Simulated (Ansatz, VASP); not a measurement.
## One calculation of KF, two programs

File INCAR:

```
SYSTEM = KF
PREC = Accurate ; ENCUT = 520
EDIFF = 1E-7 ; ISMEAR = -1
SIGMA = 0.02 ; LREAL = .FALSE.
LASPH = .TRUE. ; NELM = 100
ALGO = Normal ; ISIF = 2
LWAVE = .FALSE. ; LCHARG = .FALSE.
GGA = CA ; NBANDS = 15
```

KPOINTS

```
regular mesh
0
G
  9 9 9
  0 0 0
```

Contents of POSCAR:

```
KF
1.0
    3.3018409049      0.0000000000      0.0000000000
    0.0000000000      3.3018409049      0.0000000000
    0.0000000000      0.0000000000      3.3018409049
K F
1 1
Direct
    0.0000000000      0.0000000000      0.0000000000
    0.5000000000      0.5000000000      0.5000000000
```

Input for Ansatz:

```yaml
crystal:
  lattice:
    - [3.3018409049, 0.0, 0.0]
    - [0.0, 3.3018409049, 0.0]
    - [0.0, 0.0, 3.3018409049]
  atoms:
    - { symbol: K, position: [0.0, 0.0, 0.0] }
    - { symbol: F, position: [0.5, 0.5, 0.5] }
kpoints:
  mp_grid: { grid: [9, 9, 9] }
scf:
  occupations: { method: fermi_dirac, width: 0.02 }
hamiltonian:
  xc: lda
  pseudopotentials: { kind: all_electron, lapw: { basis_error: 0.0005 } }
output:
  forces: true
  stress: true
  eigenvalues: true
```

Change from the starting cell: volume scaled by 1.04.

Alike in both runs: task single point; functional LDA; k mesh 9 × 9 × 9; occupations fermi-dirac, width 0.02 eV; no spin polarisation.

|  | VASP | Ansatz |
| --- | --- | --- |
| version | VASP 6.6.1 | Ansatz 0.2.0 |
| potentials or method | VASP PAW LDA potentials, release 64 (K_sv, F) | all-electron LAPW, scalar-relativistic |
| plane-wave cutoff (eV) | 520 | see its input |

Ansatz gave:

```
gap on the k mesh at the Fermi level (eV) : 5.67
pressure (GPa)                            : -6.4
```

Estimate VASP's values.

gap on the k mesh at the Fermi level (eV): 5.66; pressure (GPa): -6.4.

Ansatz ran all-electron here, so the differences hold the error of VASP's frozen core and of both bases.

Caveats: an odd mesh through Γ misses points on the zone boundary, where band edges often lie.
